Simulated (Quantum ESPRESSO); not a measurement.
Crystal: Se.

```
CELL_PARAMETERS angstrom
4.36620 0.00000 0.00000
-2.18310 3.78124 0.00000
0.00000 0.00000 4.95360
ATOMIC_POSITIONS crystal
Se 0.77460 0.77460 0.00000
Se 0.00000 0.22540 0.66667
Se 0.22540 0.00000 0.33333
```

Base run:

* Program: Quantum ESPRESSO 7.5
* Functional: AM05
* Potentials or basis: GBRV 1.5 PBE
* Cutoff: 612 eV
* Density cutoff: 4898 eV
* k mesh: 6 × 6 × 6, shifted
* Occupations: fermi-dirac, width 0.05 eV
* Spin: no spin polarisation

Its results: pressure 0.8 GPa; largest force 0.188 eV/Å; electronic dielectric tensor (diagonal) 9.59, 9.59, 14.40.

The run is repeated on the same cell with these changes: functional from AM05 to PBE. What comes out?

Pressure 2.8 GPa; largest force 0.408 eV/Å; electronic dielectric tensor (diagonal) 9.43, 9.43, 14.19.

PBE binds less tightly than AM05, so the same cell stands under more pressure.

Caveats: the potentials were made for another functional, which shifts forces and pressure (some runs).
